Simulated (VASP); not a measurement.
Runs of VASP 6.6.1 on TiH. All rows change the cell; the cell of one of them follows. The structure is tetragonal, space group I4/mmm (No. 139). The conventional cell has a = 2.930 Å, b = 2.930 Å, c = 4.019 Å, α = 90.00°, β = 90.00°, γ = 90.00°. Around Ti (site symmetry 4/mmm) lie 6 H at 2.01 to 2.07 Å. Around H (site symmetry 4/mmm) lie 6 Ti at 2.01 to 2.07 Å. The cell comes from a database or a generator and needn't be the stable form of this composition.

```csv
cell,further INCAR settings,gap on the mesh (eV),pressure (GPa)
"strain along c alone, the other axes held, atoms relaxed: -3.0 %",ALGO = Fast; EDIFF = 1e-06; NBANDS = 21,none,4.7
"strain along c alone, the other axes held, atoms relaxed: +4.5 %",ALGO = Fast; EDIFF = 1e-06; NBANDS = 21,none,(a)
the same crystal in its conventional cell,ALGO = Fast; EDIFF = 1e-07; NBANDS = 21,none,-0.2
"strain along c alone, the other axes held, atoms relaxed: -1.5 %",ALGO = Fast; EDIFF = 1e-07; NBANDS = 21,none,2.2
```

Alike in all rows: task single point; level PBEsol; potentials or basis VASP PAW PBE potentials, release 64 (Ti_sv, H); no spin polarisation; k mesh 14 × 14 × 10; cutoff (eV) 520; smearing gaussian 0.1 eV.

Problem. Estimate the missing entries.

Solution. (a) -6.2.

Caveats: the PAW data sets were made with another functional, which shifts forces and pressure a little; the real-space grid breaks the cell's symmetry a little (some runs).

A gap of «none» marks a metal or a gap under the smearing width.
